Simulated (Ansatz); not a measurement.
# Levels at Γ against strain in SiO2

```xyz
6
Lattice="4.1801 0.0000 0.0000 0.0000 4.1801 0.0000 0.0000 0.0000 2.6678" Properties=species:S:1:pos:R:3 pbc="T T T"
Si    0.0000    0.0000    0.0000
Si    2.0901    2.0901    1.3339
O     1.2820    1.2820    0.0000
O     0.8080    3.3721    1.3339
O     2.8981    2.8981    0.0000
O     3.3721    0.8080    1.3339
```

Atoms are numbered in the order listed.

The geometry is COD entry 9001276, unchecked; take it as a test cell.

Method: DFT, PBE, all-electron LAPW, scalar-relativistic (Ansatz 0.2.0).

The runs use a Γ-centred 6×6×9 k mesh, Fermi–Dirac smearing of 0.03 eV, basis error target 1 meV/atom, no spin polarisation.

The cell is scaled evenly. Fractional coordinates are held (clamped ions).

Only quantities that a quadratic follows smoothly over the whole series are listed; rougher ones are left out.

```tsv
ln(V/Vcell)	direct gap at Γ (eV)	smallest gap on mesh and path (eV)
-0.0619	6.784	6.784
-0.0408	6.387	6.387
-0.0202	6.005	6.005
-0.0101	5.820	5.820
0.0000	5.639	5.639
0.0100	5.462	5.462
0.0198	5.288	5.288
0.0583	4.627	4.627
```

Question: Fit the series and give the slopes at zero strain.

Answer: Least-squares fits y = p0 + p1 x + p2 x² to the rows give direct gap at Γ (eV): p1 = -17.9, p2 = 9.5; smallest gap on mesh and path (eV): p1 = -17.9, p2 = 9.5. So dEg/dln V = -17.9 eV for the direct gap at Γ, the fundamental gap of this crystal. Semilocal gaps are too small, but their slopes carry over better.

Question: One run, at ln(V/Vcell) = 0.0392, is withheld. Predict its row.

Answer: The fits give 4.952, 4.952; the run gave 4.951, 4.951.
